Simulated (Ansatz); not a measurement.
**MnO (R-3m): equation of state**

An exercise on one series of results from a longer session: the logs are not shown, and one member is left open.

Computed with Ansatz 0.2.0 (DFT PBE, scalar-relativistic, plane waves, PAW, unless a step's input says otherwise).

### The starting structure

It takes space group R-3m (No. 166, trigonal). The conventional cell has a = 3.183 Å, b = 3.183 Å, c = 7.444 Å, α = 90.00°, β = 90.00°, γ = 120.00°. Mn (site symmetry -3m) has 6 O at 2.22 Å as nearest neighbours. O (site symmetry -3m) has 6 Mn at 2.22 Å as nearest neighbours.

Structure file:

```
CELL_PARAMETERS angstrom
1.59136 -0.91877 4.96269
0.00000 1.83755 4.96269
-1.59136 -0.91877 4.96269
ATOMIC_POSITIONS crystal
Mn 0.50000 0.50000 0.50000
O 0.25000 0.25000 0.25000
Mn 0.00000 0.00000 0.00000
O 0.75000 0.75000 0.75000
```

This cell comes from an earlier session at PBE: 10.884 Å³/atom at 0.00 GPa, on a 8×8×8 mesh. The large moments point both ways and cancel.

Volume factors to run: 0.980, 1.020, 0.960, 1.040.

Set-up of the first run:

input.yaml

```yaml
crystal:
  lattice:
    - [1.5806816391, -0.9126069666, 4.9293849161]
    - [0.0, 1.8252139429, 4.9293849143]
    - [-1.5806816391, -0.9126069666, 4.9293849161]
  atoms:
    - { symbol: Mn, position: [0.5, 0.5, -0.5], spin: 4.45 }
    - { symbol: O, position: [0.2499999992, 0.2499999992, 0.2499999992] }
    - { symbol: Mn, position: [1.0, 1.0, 0.0], spin: -4.45 }
    - { symbol: O, position: [0.7500000008, 0.7500000008, 0.7500000008] }
basis:
  ecutwfc: 420
  ecutrho_ratio: 4
kpoints:
  mp_grid: { grid: [8, 8, 8] }
hamiltonian:
  xc: pbe
scf:
  occupations: { method: gaussian, width: 0.05 }
output:
  forces: true
  stress: true
  eigenvalues: true
  populations: true
magnetization:
  spin_polarized: true
relax:
  f_tol: 0.01
  max_steps: 40
  cell: { stress_tol: 0.1, fix: [volume] }
```

Launch:

```bash
$ ansatz run input.yaml --threads 1 --pin off --max-ram 2560MiB --backend cpu --events-out ev --progress --plain --runs-dir out
```

Among the steps run: Scaling the volume by 0.980; Volume × 1.020; Volume × 0.960; Scaling the volume by 1.040.

One table of the session follows, with a row left open; its other results are not shown here.

It belongs to the step «Energy and pressure against volume». 

| volume (Å³/atom) | energy (meV/atom) | pressure (GPa) | gap (eV) | moment of atom 1 (μB) |
| --- | --- | --- | --- | --- |
| 10.449 | 8.49 | 6.45 | 0.96 | 3.99 |
| 10.666 | ? | ? | ? | ? |
| 10.884 | 0.00 | 0.00 | 0.85 | 4.04 |
| 11.102 | 1.93 | -2.77 | 0.80 | 4.07 |
| 11.319 | 7.43 | -5.27 | 0.75 | 4.09 |

**Question.** Estimate the row for volume (Å³/atom) = 10.666.

Worked estimate for «energy (meV/atom)». A straight line through the neighbours (10.449, 8.49) and (10.884, 0.00) gives 8.49 + (0.00 − 8.49) × (10.666 − 10.449) / (10.884 − 10.449) = 4.25; a parabola fitted to 3 rows on both sides gives 2.20.

As computed: energy (meV/atom): 2.06; pressure (GPa): 3.06; gap (eV): 0.91; moment of atom 1 (μB): 4.02. In «energy (meV/atom)» the line misses by +2.19 and the parabola by +0.14.

Caveats from the session: Warnings in the runs' records: anti translation declined, stability check not made.
